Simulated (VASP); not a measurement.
# Tl (P6_3/mmc) in VASP: notebook

The runs below take Tl through single point, with PBEsol.

Everything below comes from runs of VASP 6.6.1. Logs are shortened: lines on timing, memory, paths and dates and some standing lists are left out, and cuts for length are marked.

## 1. The structure

The structure is hexagonal, space group P6_3/mmc (No. 194). Conventional cell: a = 3.456 Å, b = 3.456 Å, c = 5.525 Å, α = 90.00°, β = 90.00°, γ = 120.00°. Around Tl (site symmetry -6m2) lie 12 Tl at 3.41 to 3.46 Å.

## 2. Single point, PBEsol

INCAR reads:

```
PREC = Accurate ; ENCUT = 550
EDIFF = 1E-6 ; ISMEAR = 1
SIGMA = 0.1 ; LREAL = False
LASPH = True ; NELM = 100
ALGO = Normal ; ISIF = 2
LWAVE = False ; LCHARG = False
GGA = PS ; NBANDS = 20
ADDGRID = False
```

KPOINTS reads:

```
regular mesh
0
Gamma
  6 6 4
```

POSCAR reads:

```
Tl
1.0
    3.4560000000      0.0000000000      0.0000000000
   -1.7280000000      2.9929837955      0.0000000000
    0.0000000000      0.0000000000      5.5250000000
Tl
2
Direct
    0.6666666667      0.3333333333      0.7500000000
    0.3333333333      0.6666666667      0.2500000000
```

Potentials or basis: VASP PAW PBE potentials, release 64 (Tl_d).

Launch:

```sh
cat potpaw_PBE.64/Tl_d/POTCAR > POTCAR
mpirun -np 1 vasp_std > vasp.out
```

OUTCAR:

```text
PREC = Accurate
   ENCUT = 550
   EDIFF = 1E-6
   ISMEAR = 1
   LREAL = False
   LASPH = True
   NELM = 100
   ISIF = 2
   GGA = PS

 Found     21 irreducible k-points:

 Following reciprocal coordinates:
            Coordinates               Weight
  0.000000  0.000000  0.000000      1.000000
  0.166667  0.000000  0.000000      6.000000
  0.333333  0.000000  0.000000      6.000000
  0.500000  0.000000  0.000000      3.000000
  0.166667  0.166667  0.000000      6.000000
  0.333333  0.166667  0.000000     12.000000
   k-points           NKPTS =     21   k-points in BZ     NKDIM =     21   number of bands    NBANDS=     20
   number of dos      NEDOS =    301   number of ions     NIONS =      2
   total plane-waves  NPLWV =  32928
   dimension x,y,z NGX =    28 NGY =   28 NGZ =   42
   dimension x,y,z NGXF=    56 NGYF=   56 NGZF=   84
   ions per type =               2
   NGX,Y,Z   is equivalent  to a cutoff of  13.47, 13.47, 12.64 a.u.
   NGXF,Y,Z  is equivalent  to a cutoff of  26.94, 26.94, 25.28 a.u.
 SYSTEM =  unknown system
   PREC   = accura    normal or accurate (medium, high low for compatibility)
   ISTART =      0    job   : 0-new  1-cont  2-samecut
   ICHARG =      2    charge: 1-file 2-atom 10-const
   ISPIN  =      1    spin polarized calculation?
   LNONCOLLINEAR =      F non collinear calculations
   LSORBIT =      F    spin-orbit coupling
   LASPH  =      T    aspherical Exc in radial PAW
   ENCUT  =  550.0 eV  40.42 Ry    6.36 a.u.   6.61  6.61 10.57*2*pi/ulx,y,z
   NELM   =    100;   NELMIN=  2; NELMDL= -5     # of ELM steps
   EDIFF  = 0.1E-05   stopping-criterion for ELM
   LREAL  =      F    real-space projection
   EDIFFG = 0.1E-04   stopping-criterion for IOM
   NSW    =      0    number of steps for IOM
   IBRION =     -1    ionic relax: 0-MD 1-quasi-New 2-CG
   NFREE  =      0    steps in history (QN), initial steepest desc. (CG)
   ISIF   =      2    stress and relaxation
   ISYM   =      2    0-nonsym 1-usesym 2-fastsym
   POTIM  = 0.5000    time-step for ionic-motion
   TEBEG  =    0.0;   TEEND  =   0.0 temperature during run
   PSTRESS=    0.0 pullay stress
   NELECT =      26.0000    total number of electrons
   NUPDOWN=      -1.0000    fix difference up-down
   EMIN   =  10.00;   EMAX   =-10.00  energy-range for DOS
   EFERMI =   0.00;   METHOD = LEGACY
   ISMEAR =     1;   SIGMA  =   0.10  broadening in eV -4-tet -1-fermi 0-gaus
   EFERMI_NEDOS =   21; number of points for ismear=-14 and -15
   IALGO  =     38    algorithm
   IMIX   =      4    mixing-type and parameters
     AMIX     =   0.40;   BMIX     =  1.00
     AMIX_MAG =   1.60;   BMIX_MAG =  1.00
  volume/ion in A,a.u.               =      28.57       192.83
  Fermi-wavevector in a.u.,A,eV,Ry     =   1.259107  2.379366 21.569987  1.585349
  Thomas-Fermi vector in A             =   2.392683
   LORBIT       =      0    0 simple, 1 ext, 2 COOP (PROOUT), +10 PAW based schemes
   GGA     = PS    functional components
   LHFCALC =     F    Hartree Fock is set to
   AEXX    =    0.0000 exact exchange contribution
   IVDW    =     0    specifies the selected vdW correction
   LEPSILON=     F    determine dielectric tensor
   LRPA    =     F    only Hartree local field effects (RPA)
 non-spin polarized calculation
 Methfessel and Paxton  Order N= 1 SIGMA  =   0.10
  energy-cutoff  :      550.00
  volume of cell :       57.15
 maximum number of plane-waves:      1713
 NGX is ok and might be reduce to    28
   NGX = 13   NGY = 13   NGZ = 21

 number of electron      26.0000004 magnetization

 Free energy of the ion-electron system (eV)
  ---------------------------------------------------
  ext. energy  EPLUGINS =         0.00000000
  ---------------------------------------------------
  free energy    TOTEN  =        -5.23351680 eV

  energy without entropy =       -5.23182488  energy(sigma->0) =       -5.23295282

 E-fermi :   6.4267     XC(G=0): -10.3717

 val. band max:        6.3713805263   @ k =   0.1667   0.0000   0.2500
 cond. band min:       6.4373273870   @ k =   0.3333   0.3333   0.2500
 fundamental gap:      0.0659468606
 Fermi energy:         6.4266552874

 k-point     1 :       0.0000    0.0000    0.0000
  band No.  band energies     occupation
      1      -5.3575      2.00000
      2      -5.1201      2.00000
      3      -5.1087      2.00000
      4      -5.1087      2.00000
      5      -5.0545      2.00000
      6      -5.0545      2.00000
[... 12 lines left out ...]
     19      17.1964      0.00000
     20      17.3051      0.00000

 k-point     2 :       0.1667    0.0000    0.0000
  band No.  band energies     occupation
      1      -5.3101      2.00000
      2      -5.1666      2.00000
      3      -5.0735      2.00000
      4      -5.0544      2.00000
      5      -5.0336      2.00000
      6      -4.9959      2.00000
[... 12 lines left out ...]
     19      16.7544      0.00000
     20      18.2228      0.00000

 k-point     3 :       0.3333    0.0000    0.0000
  band No.  band energies     occupation
      1      -5.4168      2.00000
      2      -5.2278      2.00000
      3      -5.2023      2.00000
      4      -5.1181      2.00000
      5      -4.9792      2.00000
      6      -4.8821      2.00000
[... 12 lines left out ...]
     19      15.3046      0.00000
     20      16.7076      0.00000

 k-point     4 :       0.5000    0.0000    0.0000
  band No.  band energies     occupation
      1      -5.4806      2.00000
      2      -5.3225      2.00000
      3      -5.2520      2.00000
      4      -5.1562      2.00000
      5      -4.9306      2.00000
      6      -4.9145      2.00000
[... 12 lines left out ...]
     19      14.6024      0.00000
     20      16.1659      0.00000

 k-point     5 :       0.1667    0.1667    0.0000
  band No.  band energies     occupation
      1      -5.2500      2.00000
      2      -5.2412      2.00000
      3      -5.1787      2.00000
      4      -5.0992      2.00000
      5      -5.0044      2.00000
      6      -4.9204      2.00000
[... 12 lines left out ...]
     19      15.6867      0.00000
     20      17.7462      0.00000

 k-point     6 :       0.3333    0.1667    0.0000
  band No.  band energies     occupation
      1      -5.3392      2.00000
      2      -5.3268      2.00000
      3      -5.1624      2.00000
      4      -5.1216      2.00000
      5      -4.9404      2.00000
      6      -4.9318      2.00000
[... 12 lines left out ...]
     19      14.4116      0.00000
     20      17.5519      0.00000

 [... further k-points ...]
[... 5 lines left out ...]
  --------------------------------------------------------------------------------------
  -------------------------------------------------------------------------------------
  Total       -0.3954005     -0.3954005      0.6553506      0.0000000     -0.0000000      0.0000000
  in kB      -11.0850430    -11.0850430     18.3727399      0.0000000     -0.0000000      0.0000000
  external PRESSURE =      -1.2657821 kB  Pullay stress =       0.0000000 kB

 VOLUME and BASIS-vectors are now :
 -----------------------------------------------------------------------------
  energy-cutoff  :      550.00
  volume of cell :       57.15
      direct lattice vectors                 reciprocal lattice vectors
     3.456000000  0.000000000  0.000000000     0.289351852  0.167057370  0.000000000
    -1.728000000  2.992983795  0.000000000     0.000000000  0.334114739  0.000000000
     0.000000000  0.000000000  5.525000000     0.000000000  0.000000000  0.180995475

 POSITION                                       TOTAL-FORCE (eV/Angst)
 -----------------------------------------------------------------------------------
      1.72800      0.99766      4.14375         0.000000     -0.000000      0.000000
     -0.00000      1.99532      1.38125        -0.000000      0.000000      0.000000
 -----------------------------------------------------------------------------------
    total drift:                               -0.000000      0.000000     -0.000000

  FREE ENERGIE OF THE ION-ELECTRON SYSTEM (eV)
  ---------------------------------------------------
  free  energy   TOTEN  =        -5.2335167956 eV

  energy  without entropy=       -5.2318248806  energy(sigma->0) =       -5.23295282
```

OSZICAR:

```text
N       E                     dE             d eps       ncg     rms          rms(c)
DAV:   1     0.135053706948E+03    0.13505E+03   -0.14546E+04   848   0.128E+03
DAV:   2    -0.258488526831E+01   -0.13764E+03   -0.13445E+03   908   0.283E+02
DAV:   3    -0.529297971923E+01   -0.27081E+01   -0.26993E+01   992   0.344E+01
DAV:   4    -0.530944476510E+01   -0.16465E-01   -0.16464E-01   896   0.285E+00
DAV:   5    -0.530966612203E+01   -0.22136E-03   -0.22135E-03   940   0.332E-01    0.314E+00
DAV:   6    -0.524550631778E+01    0.64160E-01   -0.10994E-01   892   0.258E+00    0.221E+00
DAV:   7    -0.523438717394E+01    0.11119E-01   -0.42165E-02   912   0.158E+00    0.844E-01
DAV:   8    -0.523351193714E+01    0.87524E-03   -0.28047E-03   892   0.405E-01    0.484E-02
DAV:   9    -0.523351442227E+01   -0.24851E-05   -0.17281E-05   924   0.354E-02    0.126E-02
DAV:  10    -0.523351670757E+01   -0.22853E-05   -0.25585E-06   736   0.141E-02    0.125E-03
DAV:  11    -0.523351679558E+01   -0.88017E-07   -0.33687E-07   456   0.463E-03
   1 F= -.52335168E+01 E0= -.52329528E+01  d E =-.169192E-02
```

Wall time 10 s (1 thread of AMD EPYC 9R45 (Zen 5), shared host); peak memory 0.14 GiB.

The run converged, but some of its settings lie outside the range that counts as converged, so its numbers aren't taken as properties of the crystal.

What came out:

```
Free energy            : -5.2335 eV
Pressure               : -0.1 GPa
Band gap on the k mesh : none (metal or under the smearing width)
```

Caveat: the PAW data sets were made with another functional, which shifts forces and pressure a little.

## 3. Single point, PBEsol

Changes to INCAR since step 2:

```diff
@@ -1,2 +1,2 @@
-PREC = Accurate ; ENCUT = 550
+PREC = Accurate ; ENCUT = 400
 EDIFF = 1E-6 ; ISMEAR = 1
```

KPOINTS reads:

```
regular mesh
0
Gamma
  8 8 4
```

POSCAR is that of step 2.

Potentials or basis: VASP PAW PBE potentials, release 64 (Tl_d).

Launch:

```sh
cat potpaw_PBE.64/Tl_d/POTCAR > POTCAR
mpirun -np 1 vasp_std > vasp.out
```

OUTCAR:

```text
PREC = Accurate
   ENCUT = 400
   EDIFF = 1E-6
   ISMEAR = 1
   LREAL = False
   LASPH = True
   NELM = 100
   ISIF = 2
   GGA = PS

 Found     30 irreducible k-points:

 Following reciprocal coordinates:
            Coordinates               Weight
  0.000000  0.000000  0.000000      1.000000
  0.125000  0.000000  0.000000      6.000000
  0.250000  0.000000  0.000000      6.000000
  0.375000 -0.000000  0.000000      6.000000
  0.500000  0.000000  0.000000      3.000000
  0.125000  0.125000  0.000000      6.000000
   k-points           NKPTS =     30   k-points in BZ     NKDIM =     30   number of bands    NBANDS=     20
   number of dos      NEDOS =    301   number of ions     NIONS =      2
   total plane-waves  NPLWV =  20736
   dimension x,y,z NGX =    24 NGY =   24 NGZ =   36
   dimension x,y,z NGXF=    48 NGYF=   48 NGZF=   72
   ions per type =               2
   NGX,Y,Z   is equivalent  to a cutoff of  11.54, 11.54, 10.83 a.u.
   NGXF,Y,Z  is equivalent  to a cutoff of  23.09, 23.09, 21.66 a.u.
 SYSTEM =  unknown system
   PREC   = accura    normal or accurate (medium, high low for compatibility)
   ISTART =      0    job   : 0-new  1-cont  2-samecut
   ICHARG =      2    charge: 1-file 2-atom 10-const
   ISPIN  =      1    spin polarized calculation?
   LNONCOLLINEAR =      F non collinear calculations
[... 47 lines left out ...]
  ext. energy  EPLUGINS =         0.00000000
  ---------------------------------------------------
  free energy    TOTEN  =        -5.15592042 eV

  energy without entropy =       -5.15412213  energy(sigma->0) =       -5.15532099

 E-fermi :   6.4165     XC(G=0): -10.3675

 val. band max:        6.3156118337   @ k =   0.2500   0.1250   0.2500
 cond. band min:       6.4213074072   @ k =   0.3750   0.1250   0.2500
 fundamental gap:      0.1056955735
 Fermi energy:         6.4164539091

 k-point     1 :       0.0000    0.0000    0.0000
  band No.  band energies     occupation
      1      -5.3476      2.00000
      2      -5.1108      2.00000
      3      -5.0925      2.00000
      4      -5.0925      2.00000
      5      -5.0383      2.00000
      6      -5.0383      2.00000
[... 127 lines left out ...]
     19      16.8973      0.00000
     20      17.0686      0.00000

 [... further k-points ...]
[... 5 lines left out ...]
  --------------------------------------------------------------------------------------
  -------------------------------------------------------------------------------------
  Total        0.2513457      0.2513457      0.0468260      0.0000000      0.0000000      0.0000000
  in kB        7.0464698      7.0464698      1.3127659      0.0000000      0.0000000      0.0000000
  external PRESSURE =       5.1352352 kB  Pullay stress =       0.0000000 kB

 VOLUME and BASIS-vectors are now :
 -----------------------------------------------------------------------------
  energy-cutoff  :      400.00
  volume of cell :       57.15
      direct lattice vectors                 reciprocal lattice vectors
     3.456000000  0.000000000  0.000000000     0.289351852  0.167057370  0.000000000
    -1.728000000  2.992983795  0.000000000     0.000000000  0.334114739  0.000000000
     0.000000000  0.000000000  5.525000000     0.000000000  0.000000000  0.180995475

 POSITION                                       TOTAL-FORCE (eV/Angst)
 -----------------------------------------------------------------------------------
      1.72800      0.99766      4.14375         0.000000     -0.000000      0.000000
     -0.00000      1.99532      1.38125        -0.000000      0.000000      0.000000
 -----------------------------------------------------------------------------------
    total drift:                               -0.000000      0.000000     -0.000000

  FREE ENERGIE OF THE ION-ELECTRON SYSTEM (eV)
  ---------------------------------------------------
  free  energy   TOTEN  =        -5.1559204217 eV

  energy  without entropy=       -5.1541221317  energy(sigma->0) =       -5.15532099
```

stdout:

```text
POSCAR found type information on POSCAR Tl
 POSCAR found :  1 types and       2 ions
 scaLAPACK will be used
 -----------------------------------------------------------------------------
|                                                                             |
|                                                                             |
|     You enforced a specific xc type in the INCAR file but a different       |
|     I HOPE YOU KNOW WHAT YOU ARE DOING!                                     |
|                                                                             |
 -----------------------------------------------------------------------------

 LDA part: xc-table for (Slater+PW92), standard interpolation
 POSCAR, INCAR and KPOINTS ok, starting setup
 FFT: planning ... GRIDC
 FFT: planning ... GRID_SOFT
 FFT: planning ... GRID
 WAVECAR not read
 entering main loop
```

Wall time 9.6 s (1 thread of AMD EPYC 9R45 (Zen 5), shared host); peak memory 0.12 GiB.

These settings aren't checked as converged: the numbers below hold their error.

What came out:

```
Free energy            : -5.1559 eV
Pressure               : 0.5 GPa
Band gap on the k mesh : none (metal or under the smearing width)
```

Caveat: the PAW data sets were made with another functional, which shifts forces and pressure a little.

[end of part 1 of 2]
